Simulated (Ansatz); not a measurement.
# TaN: response to strain, part 2 of 2

Aim: deform TaN (equal xx and yy strain of +2 %) and compute stress, forces and field gradients with LAPW, PAW and all-electron datasets made for the crystal.

Ansatz 0.2.0; DFT PBEsol; a database cell (COD). «Crystal datasets» are all-electron PAW datasets made for this crystal. The steps go on from the part before.

## Step 5: All-electron PAW on datasets made for the crystal

input.yaml

```yaml
crystal:
  lattice:
    - [3.1110011123, 0.0, 0.0]
    - [-1.5555005562, 2.6942059945, 0.0]
    - [0.0, 0.0, 4.94]
  atoms:
    - { symbol: Ta, position: [0.3333333333, 0.6666666667, 0.0] }
    - { symbol: Ta, position: [0.6666666667, 0.3333333333, 0.5] }
    - { symbol: "N", position: [0.3333333333, 0.6666666667, 0.385] }
    - { symbol: "N", position: [0.6666666667, 0.3333333333, 0.885] }
kpoints:
  mp_grid: { grid: [9, 9, 5] }
scf:
  occupations: { method: fermi_dirac, width: 0.01 }
hamiltonian:
  xc: pbesol
  pseudopotentials: { kind: all_electron, datasets: crystal }
output:
  forces: true
  stress: true
  eigenvalues: true
  efg: { contact_densities: true }
```

Run with:

```
> ansatz run input.yaml --threads 1 --pin off --max-ram 6144MiB --backend cpu --events-out ev --progress --plain --runs-dir out
```

Standard output:

```text
hamiltonian.pseudopotentials.datasets: crystal makes datasets for this crystal and solves the spheres of its atoms anew in each pass: cutoff 540.0 eV, the density's 2160.0 eV; for an error of 0.50 meV an atom under PBE, 2.0 meV for the cell; an energy difference from a run of another recipe may be off by several times the error for the cell, under r2SCAN by more, where some 0.1 meV an atom stays at smaller errors; N in spheres of 0.783 Å, 5 of its electrons in bands; Ta in spheres of 1.095 Å, 27 of its electrons in bands
band count auto-derived: 43 (N_el = 64.0; filled up to band 32; 39 by the electrons, moments and atoms)
Ta: output.efg is read without spin–orbit coupling, which moves field gradients at and beside such atoms by some per cent and up to a factor of two; PAW files take it under magnetization.noncollinear and magnetization.spin_orbit
Engine: ansatz 0.2.0
Pseudopotentials: kind: all_electron
Pseudopotential: Ta, paw, valence charge 27, recommended cutoff 540 eV (normal), Koelling and Harmon's equation, gaussian nucleus
Pseudopotential: N, paw, valence charge 5, recommended cutoff 540 eV (normal), Koelling and Harmon's equation, gaussian nucleus
Functional definition: PBEsol
  exchange = pbesol_x
  correlation = pbesol_c
Crystal: 4 atoms, lattice volume = 41.405 Å³
Basis set: ecut = 540 eV, 1165 PW (Γ), exchange–correlation on 48×48×80 points (8 copies of the dense FFT grid, shifted against one another)
Bands: 43, of which v1, the nominal top of the filled ones, is band 32 counted from 1 (31 counted from 0)
Symmetry: 12 space group operations
Space group: P63mc (ITA 186), of the structure as read, at distance tolerance 3.5e-5 Å
k-points: 36 of 405 (time reversal used)
Non-local potential: Ta, projectors of the file, l = 0: 2, l = 1: 2, l = 2: 1, l = 3: 2
Non-local potential: N, projectors of the file, l = 0: 1, l = 1: 1
PAW form: soft (Blöchl's): semilocal exchange-correlation on the pseudo side does not see the compensation charge
PAW one-centre angular grid: Ta, 590 points (default); XC on its mesh's 1747 points in the sphere
PAW one-centre angular grid: N, 110 points (default); XC on its mesh's 1875 points in the sphere
Initial density: superposition of atomic densities (neutral atoms: chi_scale 0, normalization atom)
Initial wavefunctions: pseudopotential atomic-orbital guess
Functional: x = pbesol(κ = 0.804, μ = 0.12345679012345678), c = pbesol(β = 0.046)
iter 1 solved again at ethr=3.54e-2 eV; its pass at ethr=1.00e-1 eV (dr2=2.27e1 eV) is discarded
SCF iter   1: F=—  HF=-851862.041785 eV  |F-HF|=—  |Δ(HF+E_count)|=         —  Δρ=2.33e-1  dr2=2.28e1  ethr=3.54e-2  ⟨swp⟩=2.0  Hψ=7494  notcnv=0
preconditioner: auto → Resta (q_TF=auto, 2.934 Å⁻¹)  ε∞=4.4  [insulator: Δε(μ)=0.117 eV  Ē_g=24.318 eV  σ=0.010 eV  W_gap=0.63  n_scr=22 (ndim 8)  ℏωp=44.7 eV  f_vac=0.000  D(μ)=1.93/eV (n_scr^D=22)  ε∞_Penn≈4.4]
iter 2 solved again at ethr=1.00e-3 eV; its pass at ethr=3.54e-2 eV (dr2=6.42e-1 eV) is discarded
SCF iter   2: F=—  HF=-851856.124888 eV  |F-HF|=—  |Δ(HF+E_count)|=    5.92e0  Δρ=5.00e-2  dr2=6.37e-1  ethr=1.00e-3  ⟨swp⟩=2.3  Hψ=6768  notcnv=0  defer=1
SCF iter   3: F=—  HF=-851855.955807 eV  |F-HF|=—  |Δ(HF+E_count)|=   1.69e-1  Δρ=2.80e-2  dr2=1.26e-1  ethr=9.96e-4  ⟨swp⟩=2.7  Hψ=3135  notcnv=0  defer=3
SCF iter   4: F=—  HF=-851855.939875 eV  |F-HF|=—  |Δ(HF+E_count)|=   1.59e-2  Δρ=9.75e-3  dr2=1.70e-2  ethr=1.98e-4  ⟨swp⟩=3.2  Hψ=3555  notcnv=0  defer=4
SCF iter   5: F=—  HF=-851855.926508 eV  |F-HF|=—  |Δ(HF+E_count)|=   1.34e-2  Δρ=2.13e-3  dr2=1.19e-3  ethr=2.66e-5  ⟨swp⟩=3.1  Hψ=4328  notcnv=0  defer=4
SCF iter   6: F=—  HF=-851855.928692 eV  |F-HF|=—  |Δ(HF+E_count)|=   2.18e-3  Δρ=4.97e-4  dr2=5.93e-5  ethr=1.86e-6  ⟨swp⟩=2.6  Hψ=3532  notcnv=0  defer=3
SCF iter   7: F=—  HF=-851855.928653 eV  |F-HF|=—  |Δ(HF+E_count)|=   3.84e-5  Δρ=1.98e-4  dr2=9.78e-6  ethr=9.26e-8  ⟨swp⟩=2.9  Hψ=2856  notcnv=0
SCF iter   8: F=—  HF=-851855.928653 eV  |F-HF|=—  |Δ(HF+E_count)|=   5.74e-7  Δρ=6.53e-5  dr2=1.21e-6  ethr=1.53e-8  ⟨swp⟩=2.0  Hψ=2712  notcnv=0
SCF iter   9: F=-851855.928653 eV  HF=-851855.928653 eV  |F-HF|=3.96e-9  |Δ(HF+E_count)|=   4.95e-8  Δρ=1.43e-5  dr2=6.12e-8  ethr=1.89e-9  ⟨swp⟩=2.4  Hψ=2723  notcnv=0
SCF 1 converged in 9 iterations: F = -851855.928653 eV  dr2 = 6.12e-8
  Residual-converged pass: ⟨swp⟩=3.8  Hψ=4037  notcnv=0  max |occ|·‖R‖ = 6.6e-6 eV (tolerance 6.7e-6 eV)  dr2=6.11e-8  dr2_onsite=3.48e-8  max |Δocc| = 3.0e-10
SCF converged after 9 iterations
Free energy (F): -851855.928653 eV
Harris-Foulkes:  -851855.928653 eV  (|F-HF|=3.96e-9)
Internal energy: -851855.927444 eV  (E = F + TS)
E sigma→0 (E₀):  -851855.928049 eV
Entropy (-TS):   -0.001208 eV (-0.302 meV/atom)
Past the cutoff: the bands carry plane waves up to 1.75 times it, of which those up to 1.5 times it add -0.000368 eV an atom, each by itself; the spheres take 0.000182 eV an atom off the energy for waves past 1.75 times it
By the cutoff:   a pressure is off by up to 0.007 GPa (1.2 times the spheres' own share and the shells' term, over an atom's volume, and 0.004 GPa: a bound that held against runs at twice the plane waves)
Past the cutoffs: a stress includes 0.0024 GPa for waves and charges beyond them, in addition to the slope of what the spheres take
In the spheres:  the bands' charges fall short by 2.0e-6 e at most (sound up to 1e-3)
Fermi energy:    27.015725 eV
--- Per-component energies (eV) ---
  The terms above E_closure are by the made datasets' own strengths, without shells solved beside the bands.
--- Forces (eV/Å), atoms counted from 1 ---
  atom   1  Ta     0.00000000    -0.00000000     1.19318552
  atom   2  Ta    -0.00000000     0.00000000     1.19318552
  atom   3  N      0.00000000    -0.00000000    -1.19314755
  atom   4  N     -0.00000000     0.00000000    -1.19314755
  max |Σ_I F_I| component: 7.59e-5 eV/Å
--- Stress (GPa, compression-positive) ---
      100.769465       0.000000      -0.000000
        0.000000     100.769465      -0.000000
        0.000000      -0.000000      89.511867
  P = ⅓ Tr σ = 97.0169 GPa (970.169 kbar)
--- PAW observables at the nuclei: V_zz in 10²¹ V/m², potentials from the cell's mean, atoms counted from 1 ---
  atom   1  Ta V_zz =    +9.332742   η = 0.0000   by run symmetry: allowed
            electrostatic potential = -14500.241126 V   contact ρ = 8140233.051275 e/Å³
  atom   2  Ta V_zz =    +9.332742   η = 0.0000   by run symmetry: allowed
            electrostatic potential = -14500.241126 V   contact ρ = 8140233.051275 e/Å³
  atom   3  N  V_zz =    +0.918218   η = 0.0000   by run symmetry: allowed
            electrostatic potential = -529.915778 V   contact ρ = 1405.067777 e/Å³
  atom   4  N  V_zz =    +0.918218   η = 0.0000   by run symmetry: allowed
            electrostatic potential = -529.915778 V   contact ρ = 1405.067777 e/Å³
--- Band table (eV; the first three rows and the last of 36) ---
  k-point 0: bands = ["-41.4079", "-41.3229", "-9.0473", "-8.0526", "-8.0526", "-7.8687", "-7.8687", "-7.8231", "6.4987", "6.8238", "6.9845", "7.0132", "7.0132", "7.0152", "7.0152", "7.0294", "7.0319", "7.0319", "7.0603", "7.0603", "7.0809", "7.0834", "8.5472", "9.8252", "18.5189", "18.5189", "18.9652", "19.4560", "19.4560", "19.6874", "26.1003", "26.1003", "26.6437", "28.9462", "29.5326", "29.5326", "31.4528", "32.4336", "33.4005"]
  k-point 1: bands = ["-41.3999", "-41.3311", "-8.9415", "-8.0353", "-8.0353", "-7.9532", "-7.8865", "-7.8865", "6.5585", "6.8073", "6.9890", "7.0074", "7.0074", "7.0088", "7.0088", "7.0254", "7.0426", "7.0426", "7.0626", "7.0626", "7.0811", "7.0832", "8.7252", "9.7869", "18.5715", "18.5715", "18.6608", "19.1825", "19.3241", "19.3241", "26.4809", "26.4809", "27.1757", "29.3943", "29.4907", "29.4907", "31.9538", "32.5016", "33.1674"]
  k-point 2: bands = ["-41.3787", "-41.3524", "-8.6549", "-8.2786", "-7.9897", "-7.9897", "-7.9328", "-7.9328", "6.6703", "6.7572", "7.0007", "7.0009", "7.0009", "7.0021", "7.0021", "7.0147", "7.0562", "7.0562", "7.0632", "7.0632", "7.0818", "7.0825", "9.1669", "9.5901", "18.2506", "18.4170", "18.7434", "18.7434", "19.0277", "19.0277", "27.5053", "27.5053", "28.2535", "28.7760", "28.7760", "29.2263", "33.1830", "33.4571", "33.5506"]
  k-point 35: bands = ["-41.3143", "-41.3143", "-8.9172", "-8.9172", "-8.5073", "-8.3998", "-8.0764", "-8.0764", "6.9249", "6.9249", "7.0052", "7.0052", "7.0195", "7.0215", "7.0215", "7.0244", "7.0413", "7.0413", "7.0432", "7.0466", "7.0475", "7.0475", "10.6601", "10.6601", "18.5183", "18.5183", "19.1738", "19.9706", "20.9899", "20.9899", "24.9002", "25.3897", "28.4597", "28.4597", "29.5224", "30.0647", "31.8811", "31.8811", "34.0230"]
```

It took 45 s on 1 thread of Arm Neoverse V2, shared host; peak memory 0.85 GiB.

Result: pressure 97.02 GPa; no gap; largest force 1.193 eV/Å; Vzz Ta1 9.33 (η = 0.00), N3 0.92 (η = 0.00) (10²¹ V/m²).

## Step 6: Stress and forces compared

Stress (GPa, compression positive):

```
          method      xx      yy     zz    yz    xz    xy
            LAPW  100.77  100.77  89.51  0.00  0.00  0.00
             PAW  102.72  102.72  91.22  0.00  0.00  0.00
crystal datasets  100.77  100.77  89.51  0.00  0.00  0.00
```

Forces (eV/Å):

```
atom  LAPW x  LAPW y  LAPW z  PAW x  PAW y   PAW z  crystal datasets x  crystal datasets y  crystal datasets z
 Ta1   0.000   0.000   1.193  0.000  0.000   1.192               0.000               0.000               1.193
 Ta2   0.000   0.000   1.193  0.000  0.000   1.192               0.000               0.000               1.193
  N3   0.000   0.000  -1.193  0.000  0.000  -1.192               0.000               0.000              -1.193
  N4   0.000   0.000  -1.193  0.000  0.000  -1.192               0.000               0.000              -1.193
```

| method | pressure (GPa) | largest force (eV/Å) | Vzz Ta1 (10²¹ V/m²) | Vzz N3 (10²¹ V/m²) | SCF cycles, all passes |
| --- | --- | --- | --- | --- | --- |
| LAPW | 97.02 | 1.193 | – | – | 11 |
| PAW | 98.89 | 1.192 | 10.05 | 0.94 | 7 |
| crystal datasets | 97.02 | 1.193 | 9.33 | 0.92 | 9 |

## Step 7: Outcome

The summary covers parts 1 to 2.

| quantity | value |
| --- | --- |
| pressure | LAPW 97.02, PAW 98.89, crystal datasets 97.02 GPa |
| largest shear or deviatoric stress (LAPW) | 7.50 GPa |

The largest part of the stress beyond the pressure is 7.50 GPa in size, in the zz component; the atoms are carried along and not relaxed. No run of the undeformed cell stands beside it, so the pressure holds what the given cell had before the change. PAW: stress within 1.95 GPa of LAPW, forces within 1 meV/Å. Crystal datasets: stress within 0.01 GPa of LAPW, forces within 1 meV/Å. Spin-orbit coupling is left out, though the cell holds Ta; in elements this heavy it can shift bands and gaps by tenths of an eV.
